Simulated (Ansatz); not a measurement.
Data:

ZrO$_{2}$:
Space group P4₂/nmc, origin choice 1 (No. 137); a = b = 3.558 Å, c = 5.111 Å, α = β = γ = 90.00°

| atom | site | symmetry | x | y | z |
|---|---|---|---|---|---|
| Zr | 2a | -4m2 | 0.0000 | 0.0000 | 0.0000 |
| O | 4d | 2mm. | 0.0000 | 0.5000 | 0.2071 |

This is the LDA-relaxed structure.

All from plane-wave PAW LDA (Ansatz code), unless another level is named. Estimate the band gap.

3.98 eV (indirect).

And the smallest direct gap on the standard path?

4.10 eV.

And the valence-band maximum?

at A.

And the weight of the valence-edge state by species (Voronoi cells)?

O 96 %, Zr 4 %.

Give the conduction-band minimum.

at Γ.

Space group P4_2/nmc. This is a known high-temperature phase of the composition, computed here at zero pressure and temperature. Symmetry was held in the LDA relaxation; its stability against distortions is not shown here. The run is not spin-polarised. Scalar-relativistic: spin–orbit coupling is off unless named, which matters more the heavier the elements.

Potentials: the later of the program's two PAW sets.
